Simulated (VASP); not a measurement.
Here is a VASP 6.6.1 calculation.

The input INCAR:

```
SYSTEM = Mg
PREC = Accurate
ENCUT = 520
EDIFF = 1E-7
ISMEAR = 1
SIGMA = 0.15
LREAL = .FALSE.
LASPH = .TRUE.
NELM = 100
ALGO = Fast
ISIF = 2
LWAVE = .FALSE.
LCHARG = .FALSE.
NBANDS = 7
```

The input KPOINTS:

```
Automatic mesh
0
G
  18 18 18
  0 0 0
```

POSCAR

```
Mg
1.0
    0.0000000000      2.2442560000      2.2442560000
    2.2442560000      0.0000000000      2.2442560000
    2.2442560000      2.2442560000      0.0000000000
Mg
1
Direct
    0.0000000000      0.0000000000      0.0000000000
```

Potentials or basis: VASP PAW LDA potentials, release 64 (Mg).

Command:

```bash
$ cat potpaw_LDA.64/Mg/POTCAR > POTCAR
$ mpirun -np 1 vasp_std > vasp.out
```

Estimate the band gap on the k mesh.

none (metal or under the smearing width).

Predict the pressure.

-1.7 GPa.
